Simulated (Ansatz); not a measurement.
# 4-layer 2H-MoS2 (2H stacking) in a perpendicular field

What dipole does a perpendicular field induce in the 4-layer 2H-MoS2 (2H stacking), and does the gap follow? A positive field points along +c.

Program: Ansatz 0.2.0. Level of theory: plane-wave DFT, PBE-D3(BJ), Ansatz PAW. Results are calculated unless marked as measured.

This is a report of a sequence of runs, with most program output left out.

## Step 1: Starting point

The cell holds 12 atoms: 8 S and 4 Mo. Its edges and angles: a = 3.180 Å, b = 3.180 Å, c = 75.150 Å, α = 90.0°, β = 90.0°, γ = 120.0°. Regions: layer 1: 2H-MoS2, 3 atoms (2 S and 1 Mo); layer 2: 2H-MoS2, 3 atoms (2 S and 1 Mo); layer 3: 2H-MoS2, 3 atoms (2 S and 1 Mo); layer 4: 2H-MoS2, 3 atoms (2 S and 1 Mo). Vacuum lies along c.

## Step 2: Relaxation

The starting cell is a guess, so the in-plane lattice and the atoms are relaxed first, with the slab cut off from its images along the normal.

Input file input.yaml:

```yaml
crystal:
  lattice:
    - [3.18, 0.0, 0.0]
    - [-1.59, 2.753960784, 0.0]
    - [0.0, 0.0, 75.1503909542]
  atoms:
    - { symbol: S, position: [0.3333333333, 0.6666666667, 0.3532915752] }
    - { symbol: Mo, position: [0.0, 0.0, 0.3749986994] }
    - { symbol: S, position: [0.3333333333, 0.6666666667, 0.3967058236] }
    - { symbol: S, position: [0.0, 0.0, 0.4366257756] }
    - { symbol: Mo, position: [0.3333333333, 0.6666666667, 0.4583328998] }
    - { symbol: S, position: [0.0, 0.0, 0.480040024] }
    - { symbol: S, position: [0.3333333333, 0.6666666667, 0.519959976] }
    - { symbol: Mo, position: [0.0, 0.0, 0.5416671002] }
    - { symbol: S, position: [0.3333333333, 0.6666666667, 0.5633742244] }
    - { symbol: S, position: [0.0, 0.0, 0.6032941764] }
    - { symbol: Mo, position: [0.3333333333, 0.6666666667, 0.6250013006] }
    - { symbol: S, position: [0.0, 0.0, 0.6467084248] }
  periodic: [true, true, false]
kpoints:
  mp_grid: { grid: [12, 12, 1] }
hamiltonian:
  xc: pbe
  dispersion: d3bj
scf:
  occupations: { method: fermi_dirac, width: 0.05 }
  convergence: { dr2_threshold: 1.0e-09 }
relax:
  f_tol: 0.004
  max_steps: 90
  cell: {}
output:
  write_potential: true
  write_density: true
  volumetric_format: npy
```

Run with:

```bash
ansatz run input.yaml --threads 4 --pin off --max-ram 8192MiB --backend cpu --events-out ev --progress --plain --runs-dir out
```

It took 5.4 min on 4 threads of Intel Xeon at 2.50GHz (Skylake/Cascade Lake), shared host; peak memory 1.7 GiB; 18 min of CPU time.

Relaxation path:

| step | energy less that of the first step (eV) | largest force component (eV/Å) | volume (Å³) |
| --- | --- | --- | --- |
| 1 | 0.0000 | 1.2538 | 658.14 |
| 2 | -0.2758 | 0.8174 | 654.08 |
| 3 | -0.4251 | 0.1079 | 642.13 |
| 4 | -0.4106 | 0.1869 | 645.35 |
| 5 | -0.4335 | 0.0068 | 645.53 |
| 6 | -0.4345 | 0.0056 | 646.11 |
| 7 | -0.4345 | 0.0008 | 645.99 |
| 8* | -0.4341 | 0.0009 | 645.99 |

Relaxation steps marked * repeat the geometry before them on a plane-wave basis chosen anew for their cell, so energy and pressure can jump there. Relaxation step 4 was tried and not accepted.

Forces are held to the 12 operations that the run works with; a distortion that breaks them can't arise in this run.

| cell as run | before | after | change |
| --- | --- | --- | --- |
| a (Å) | 3.180 | 3.151 | -0.9 % |
| b (Å) | 3.180 | 3.151 | -0.9 % |

The atoms that moved most (Å, along periodic axes as changes of fractional coordinates times the final cell, across vacuum about the mean position):

| atom | dx | dy | dz | length |
| --- | --- | --- | --- | --- |
| S12 | 0.000 | 0.000 | -0.381 | 0.381 |
| S1 | 0.000 | 0.000 | 0.381 | 0.381 |
| Mo2 | 0.000 | 0.000 | 0.318 | 0.318 |
| Mo11 | 0.000 | 0.000 | -0.318 | 0.318 |
| S3 | 0.000 | 0.000 | 0.253 | 0.253 |
| S10 | 0.000 | 0.000 | -0.253 | 0.253 |
| S4 | 0.000 | 0.000 | 0.173 | 0.173 |
| S9 | 0.000 | 0.000 | -0.173 | 0.173 |

The lattice constant a goes from 3.180 to 3.151 Å.

## Step 3: Atoms held, field 0, start network

A sawtooth potential applies the field, turning back in the middle of the vacuum. With the dipole correction the typed value is the field outside the slab. The induced dipole is small, so the SCF threshold is tight.

The cell differs from the one that the last finished run ended in (c 75.150 → 39.288 Å).

Input file input.yaml:

```yaml
crystal:
  lattice:
    - [3.1505288164, 0.0, 0.0]
    - [-1.5752644082, 2.7284379904, 0.0]
    - [0.0, 0.0, 39.2878490285]
  atoms:
    - { symbol: S, position: [0.3333333333, 0.6666666667, 0.2290784612] }
    - { symbol: Mo, position: [0.0, 0.0, 0.2689869336] }
    - { symbol: S, position: [0.3333333333, 0.6666666667, 0.3088545533] }
    - { symbol: S, position: [0.0, 0.0, 0.3831913225] }
    - { symbol: Mo, position: [0.3333333333, 0.6666666667, 0.4230396705] }
    - { symbol: S, position: [0.0, 0.0, 0.4628871022] }
    - { symbol: S, position: [0.3333333333, 0.6666666667, 0.5371128978] }
    - { symbol: Mo, position: [0.0, 0.0, 0.5769603295] }
    - { symbol: S, position: [0.3333333333, 0.6666666667, 0.6168086775] }
    - { symbol: S, position: [0.0, 0.0, 0.6911454467] }
    - { symbol: Mo, position: [0.3333333333, 0.6666666667, 0.7310130664] }
    - { symbol: S, position: [0.0, 0.0, 0.7709215388] }
kpoints:
  mp_grid: { grid: [18, 18, 1] }
  band_path:
    path: [[0, 0, 0], [0.5, 0, 0], [0.33333333, 0.33333333, 0], [0, 0, 0]]
    npoints: 16
hamiltonian:
  xc: pbe
  dispersion: d3bj
scf:
  occupations: { method: fermi_dirac, width: 0.02585 }
  convergence: { dr2_threshold: 1.0e-10 }
efield:
  axis: 3
  dipole_correction: true
  ramp_position: 0.97
  ramp_width: 0.06
  amplitude: 0
output:
  dos: { projected: true, e_range: [-6, 5] }
  write_potential: true
  write_density: true
  volumetric_format: npy
  elf: true
```

Elapsed: 79 s, on 4 threads; peak memory 1.4 GiB.

This step gave:

```
dipole along the normal            : 1.26e-7 e·Å
gap along the path                 : 0.9188 eV
smallest direct gap along the path : 1.715 eV
ionisation energy, upper face      : 5.256 eV
electron affinity, upper face      : 4.337 eV
gap, the smaller of path and mesh  : 0.9188 eV
```

Running mean over a fixed 2.8 Å (it still follows the layers) of the planar mean; the ramp of the sawtooth is left out. Table of electron's electrostatic potential energy less the Fermi level by z:

| z (Å) | electron's electrostatic potential energy less the Fermi level (eV) |
| --- | --- |
| 4 | 4.82 |
| 5 | 4.82 |
| 6 | 4.79 |
| 7 | 3.96 |
| 8 | -0.535 |
| 9 | -6.19 |
| 10 | -11.9 |
| 11 | -11.9 |
| 12 | -7.38 |
| 13 | -1.91 |
| 14 | -1.57 |
| 15 | -5.83 |
| 16 | -11.9 |
| 17 | -11.9 |
| 18 | -7.82 |
| 19 | -2.05 |
| 20 | -1.53 |
| 21 | -5.48 |
| 22 | -11.8 |
| 23 | -11.9 |
| 24 | -8.22 |
| 25 | -2.16 |
| 26 | -1.46 |
| 27 | -5.09 |
| 28 | -11.7 |
| 29 | -11.9 |
| 30 | -8.61 |
| 31 | -1.84 |
| 32 | 2.93 |
| 33 | 4.73 |
| 34 | 4.82 |
| 35 | 4.82 |

The density of states has structure finer than the step of the table below, so its rows give means over 0.2 eV, whole bins alone (the curve runs from -6 to 1.55 eV). Peaks (eV: height): -4.73: 20.0, -4.21: 21.9, -4.13: 18.8, -3.11: 19.5, -1.89: 22.7, 1.22: 25.8, 1.50: 19.2.

The density of states by energy, zero at the Fermi level of the run, which the smearing sets inside the gap; means over each step:

| energy (eV) | density of states (states/eV a cell) |
| --- | --- |
| -5.8 | 5.43 |
| -5.6 | 3.42 |
| -5.4 | 5.51 |
| -5.2 | 9.13 |
| -5.0 | 13.2 |
| -4.8 | 13.0 |
| -4.6 | 8.92 |
| -4.4 | 10.7 |
| -4.2 | 17.3 |
| -4.0 | 9.73 |
| -3.8 | 6.54 |
| -3.6 | 6.82 |
| -3.4 | 7.20 |
| -3.2 | 10.6 |
| -3.0 | 16.4 |
| -2.8 | 12.0 |
| -2.6 | 9.23 |
| -2.4 | 10.3 |
| -2.2 | 6.98 |
| -2.0 | 9.20 |
| -1.8 | 14.7 |
| -1.6 | 9.31 |
| -1.4 | 5.50 |
| -1.2 | 2.92 |
| -1.0 | 1.09 |
| -0.8 | 0.579 |
| -0.6 | 0.366 |
| -0.4 | 0.0519 |
| -0.2 | 0 |
| 0.0 | 0 |
| 0.2 | 0 |
| 0.4 | 0.0675 |
| 0.6 | 1.73 |
| 0.8 | 6.58 |
| 1.0 | 9.58 |
| 1.2 | 17.1 |
| 1.4 | 15.6 |

Projected DOS per atom over height of the atomic layer and energy from the Fermi level. Layers: S Mo S S Mo S S Mo S S Mo S from below.

Values in states/eV, 22 rows by 12 columns, each cell a mean:
```
0.91 2.82 0.64 0.71 2.63 0.69 0.69 2.63 0.71 0.64 2.82 0.91
0.47 1.97 0.46 0.35 1.76 0.38 0.38 1.76 0.35 0.46 1.97 0.47
0.12 0.52 0.16 0.20 0.71 0.18 0.18 0.71 0.20 0.16 0.52 0.12
0.00 0.01 0.01 0.01 0.03 0.01 0.01 0.03 0.01 0.01 0.01 0.00
0.00 0.00 0.00 0.00 0.00 0.00 0.00 0.00 0.00 0.00 0.00 0.00
0.00 0.00 0.00 0.00 0.01 0.00 0.00 0.01 0.00 0.00 0.00 0.00
0.00 0.04 0.03 0.04 0.08 0.03 0.03 0.08 0.04 0.03 0.04 0.00
0.03 0.21 0.10 0.07 0.19 0.09 0.09 0.19 0.07 0.10 0.21 0.03
0.19 0.94 0.22 0.21 0.88 0.22 0.22 0.88 0.21 0.22 0.94 0.19
0.60 1.81 0.48 0.58 1.73 0.53 0.53 1.73 0.58 0.48 1.81 0.60
0.66 0.95 0.58 0.48 1.01 0.51 0.51 1.01 0.48 0.58 0.95 0.66
0.98 0.38 0.98 0.99 0.42 0.99 0.99 0.42 0.99 0.98 0.38 0.98
1.10 0.66 1.03 1.03 0.64 1.03 1.03 0.64 1.03 1.03 0.66 1.10
1.23 1.10 1.24 1.25 1.15 1.25 1.25 1.15 1.25 1.24 1.10 1.23
0.49 0.75 0.52 0.51 0.74 0.51 0.51 0.74 0.51 0.52 0.75 0.49
0.49 0.66 0.51 0.53 0.70 0.52 0.52 0.70 0.53 0.51 0.66 0.49
1.05 1.30 1.08 1.05 1.24 1.03 1.03 1.24 1.05 1.08 1.30 1.05
0.89 0.84 0.74 0.75 0.86 0.80 0.80 0.86 0.75 0.74 0.84 0.89
1.09 0.95 0.93 0.95 0.93 0.90 0.90 0.93 0.95 0.93 0.95 1.09
0.92 0.86 0.97 0.90 0.78 0.93 0.93 0.78 0.90 0.97 0.86 0.92
0.36 0.30 0.35 0.45 0.39 0.45 0.45 0.39 0.45 0.35 0.30 0.36
0.53 0.43 0.46 0.52 0.48 0.49 0.49 0.48 0.52 0.46 0.43 0.53
```
Columns: height of the atomic layer (Å) from 9 to 30.3 (not evenly spaced); rows upwards: energy from the Fermi level (eV) from -5.96 to 1.51.

Electronic bands along the path, in eV, zero at the Fermi level of the run, which the smearing sets inside the gap:

| point | band 49 | band 50 | band 51 | band 52 | band 53 | band 54 | band 55 | band 56 |
| --- | --- | --- | --- | --- | --- | --- | --- | --- |
| Γ | -1.49 | -0.95 | -0.62 | -0.43 | 1.70 | 1.70 | 1.71 | 1.71 |
| halfway | -1.93 | -1.85 | -1.82 | -1.82 | 0.84 | 1.01 | 1.19 | 1.24 |
| M | -1.84 | -1.79 | -1.74 | -1.72 | 1.23 | 1.25 | 1.27 | 1.28 |
| halfway | -1.51 | -1.44 | -1.38 | -1.33 | 1.08 | 1.12 | 1.16 | 1.19 |
| K | -1.20 | -1.15 | -1.08 | -1.04 | 0.68 | 0.68 | 0.69 | 0.69 |
| halfway | -1.93 | -1.91 | -1.90 | -1.90 | 0.49 | 0.68 | 0.92 | 1.15 |
| Γ | -1.49 | -0.95 | -0.62 | -0.43 | 1.70 | 1.70 | 1.71 | 1.71 |

Electrostatic potential energy in the ca plane at fractional y = 0.667, with atoms of S and Mo within 0.2 Å of it. With pseudopotentials it is smooth inside the atoms' cores, unlike the true potential.

Ten even steps from '0' (-39 eV) to '9' (10 eV), each cell a mean:
```
99999999999999999999988655789999999877888888
99999999999999999999988645789999999877888888
99999999999999999998788767887889999988876678
99999999999999999973247888752258999998730026
99999999999999999841214888622227999998600003
99999999999999999841214888612227999998500003
99999999999999999962136888742258999998730016
99999999999999999997778777887789999988875568
```
Columns run along c (16.0 Å, from fractional 0.05 to 0.45 of the cell; values clipped at the 3rd and 97th percentile), rows up along a (3.2 Å). Atoms in or near the plane, at fractional coordinates: S at (0.23, 0.33), S at (0.31, 0.33), Mo at (0.42, 0.33).

Valence density in the ca plane at fractional y = 0.667, with atoms of S and Mo within 0.2 Å of it. It is the smooth field of the valence electrons, not physical close to the nuclei.

Ten steps, logarithmic in the rise over the least value, from '0' (0.0 e/Å³) to '9' (6.4 e/Å³), each cell a mean:
```
00000000000000000112333455433221112444433334
00000000000000000012333455433221112444433334
00000000000000000134444444444432112344444544
00000000000000001345665433456653211233468875
00000000000000002456465433565565211123589996
00000000000000002466455433565565211123589996
00000000000000001356665433456654211233468875
00000000000000000234544444445432112344445544
```
Columns run along c (16.0 Å, from fractional 0.05 to 0.45 of the cell), rows up along a (3.2 Å). Atoms in or near the plane, at fractional coordinates: S at (0.23, 0.33), S at (0.31, 0.33), Mo at (0.42, 0.33).

ELF in the ca plane at fractional y = 0.667, with atoms of S and Mo within 0.2 Å of it. It is the smooth field of the valence electrons, not physical close to the nuclei.

Ten even steps from '0' (0.00) to '9' (0.93), each cell a mean:
```
00000000000000000112331243123320026787642236
00000000000000000012221243122210026888742236
00000000000000013567774222367764103677522224
00000000000000247998887412688898301244246752
00000000000001368996147523762399610012376674
00000000000001369995147523761299710012376575
00000000000000257998787412687799400233247762
00000000000000013678875222368875103566423323
```
Columns run along c (16.0 Å, from fractional 0.05 to 0.45 of the cell), rows up along a (3.2 Å). Atoms in or near the plane, at fractional coordinates: S at (0.23, 0.33), S at (0.31, 0.33), Mo at (0.42, 0.33).

The gap is 0.92 eV, with the valence edge 5.26 eV and the conduction edge 4.34 eV under the upper vacuum level.

## Step 4: Single point, field 0.1 V/Å

input.yaml, as its differences from that of step 3:

```diff
@@ -32,7 +32,6 @@
   dipole_correction: true
-  ramp_position: 0.97
-  ramp_width: 0.06
-  amplitude: 0
+  ramp_position: 0.9682
+  ramp_width: 0.0636
+  amplitude: 0.1
 output:
-  dos: { projected: true, e_range: [-6, 5] }
   write_potential: true
@@ -40,2 +39 @@
   volumetric_format: npy
-  elf: true
```

Wall time 85 s (4 threads); peak memory 1.3 GiB.

The dipole is 0.0984 e·Å, and the gap 0.872 eV.

## Step 5: Single point, field -0.1 V/Å

input.yaml, as its differences from that of step 4:

```diff
@@ -34,3 +34,3 @@
   ramp_width: 0.0636
-  amplitude: 0.1
+  amplitude: -0.1
 output:
```

Elapsed: 90 s, on 4 threads; peak memory 1.3 GiB; 5.6 min of CPU time.

The dipole is -0.0984 e·Å, and the gap 0.872 eV.

## Step 6: Single point, field 0.2 V/Å

input.yaml, as its differences from that of step 5:

```diff
@@ -34,3 +34,3 @@
   ramp_width: 0.0636
-  amplitude: -0.1
+  amplitude: 0.2
 output:
```

Elapsed: 80 s, on 4 threads; peak memory 1.3 GiB; 5.1 min of CPU time.

The dipole is 0.197 e·Å, and the gap 0.752 eV.

## Step 7: Single point, field 0.3 V/Å

input.yaml, as its differences from that of step 6:

```diff
@@ -32,5 +32,5 @@
   dipole_correction: true
-  ramp_position: 0.9682
-  ramp_width: 0.0636
-  amplitude: 0.2
+  ramp_position: 0.9664
+  ramp_width: 0.0673
+  amplitude: 0.3
 output:
```

Wall time 83 s (4 threads); peak memory 1.3 GiB; 5.3 min of CPU time.

The dipole is 0.295 e·Å, and the gap 0.592 eV.

## Step 8: Response, atoms held

This step: plane-wave DFT, PBE-D3(BJ), Ansatz PAW; response to a field along the normal, atoms held (Ansatz 0.2.0).

The dipoles give the slope, and the difference of two potentials shows where the field is screened.

This step gave:

| Quantity | Value |
| --- | --- |
| equivalent conductor thickness p/(ε₀AE) | 20.72 Å |
| distance between the outer atoms | 21.29 Å |

The dipole of the cell by applied field:

| applied field (V/Å) | dipole of the cell (e·Å) |
| --- | --- |
| -0.100 | -0.0984 |
| 0.000 | 0 |
| 0.100 | 0.0984 |
| 0.200 | 0.197 |
| 0.300 | 0.295 |

Local field over the applied field, running mean. From the potentials at -0.1 and 0.1 V/Å; running mean over 2.8 Å. Local field over applied field against z:

| z (Å) | local field over applied field |
| --- | --- |
| 5 | 0.996 |
| 6 | 0.965 |
| 7 | 0.802 |
| 8 | 0.493 |
| 9 | 0.194 |
| 10 | 0.0554 |
| 11 | 0.0455 |
| 12 | 0.123 |
| 13 | 0.238 |
| 14 | 0.249 |
| 15 | 0.148 |
| 16 | 0.0511 |
| 17 | 0.0414 |
| 18 | 0.116 |
| 19 | 0.233 |
| 20 | 0.250 |
| 21 | 0.153 |
| 22 | 0.0535 |
| 23 | 0.0399 |
| 24 | 0.110 |
| 25 | 0.231 |
| 26 | 0.253 |
| 27 | 0.161 |
| 28 | 0.0587 |
| 29 | 0.0427 |
| 30 | 0.134 |
| 31 | 0.398 |
| 32 | 0.720 |
| 33 | 0.939 |
| 34 | 0.992 |

The induced electron density oscillates, so the rows of the table below give means over windows of 3.06 Å about each position, cut where the curve ends. Its maxima inside the range that stand out by 2 % of the span (Å: e/Å³ per V/Å): 8.0: 0.00365, 9.2: 0.00107, 11.2: 3.4e-4, 14.3: 0.00209, 17.3: 3.2e-4, 20.2: 0.00206, 23.3: 3.2e-4, 26.3: 0.00210, 29.4: 4.8e-4, 30.4: -8.8e-4. Its minima: 8.9: 8.8e-4, 9.9: -4.8e-4, 13.0: -0.00210, 16.0: -3.2e-4, 19.1: -0.00206, 22.0: -3.2e-4, 25.0: -0.00209, 28.1: -3.4e-4, 30.1: -0.00107, 31.3: -0.00365.

Electrons, planar mean, per unit field. Induced electron density against z; means over each step:

z (Å), induced electron density (e/Å³ per V/Å) and a bar from the least value:
```
     5.60    0.00021 ###############
     8.66    0.00150 ##############################
    11.72   -0.00059 ######
    14.78    0.00060 ####################
    17.84   -0.00063 ######
    20.90    0.00062 ####################
    23.96   -0.00065 ######
    27.02    0.00064 ####################
    30.08   -0.00114 
    33.14   -0.00057 ######
```

The smaller of the gaps on the path and on the k-mesh, counted as 0 under 0.03 eV. The gap by applied field:

| applied field (V/Å) | gap (eV) |
| --- | --- |
| -0.100 | 0.872 |
| 0.000 | 0.919 |
| 0.100 | 0.872 |
| 0.200 | 0.752 |
| 0.300 | 0.592 |

By hand: between -0.1 and 0.1 V/Å the dipole changes by 0.1968 e·Å, a slope of 0.9842 e·Å²/V. A perfect conductor of thickness t has p = ε₀AEt, so t = 180.95 × 0.9842 / 8.596 = 20.72 Å (e/ε₀ = 180.95 V·Å, A in Å²).

The induced dipole is that of a conductor 20.72 Å thick.

## Step 9: What came out

```
gap without field                          : 0.919 eV
ionisation energy, upper face              : 5.26 eV
electron affinity, upper face              : 4.34 eV
equivalent conductor thickness, atoms held : 20.7 Å
```

The induced dipole equals that of a perfect conductor 20.72 Å thick, while the outer atoms lie 21.29 Å apart; an out-of-plane ε follows only once a thickness t is chosen, by 1 − 1/ε = 20.72 Å / t. The gap goes from 0.92 eV to 0.59 eV at 0.3 V/Å. Semilocal functionals give gaps that are too small, and excitons are not included. Spin-orbit coupling is left out, which matters for the bands of elements this heavy.

[Logs are printed without paths, hosts, clocks, repeated set-up lines and the standing remarks that a program may print on its own settings, such as how far it seeks lower states.]

[Hosts, paths, dates, database ids (printed as entryN), source tags and the programs' standing remarks are cut or masked in the printed files.]

[Maps of the electrostatic potential energy from Ansatz leave out the sawtooth potential of an applied field or a dipole correction, so their vacuum need not be flat; planar profiles and work functions include it.]

[The density of states shown here was stored with 400 of the rows of the run's finer table, so its peaks can read low, often by over a quarter, or be missed, and its means over a window can be off by a tenth or more.]
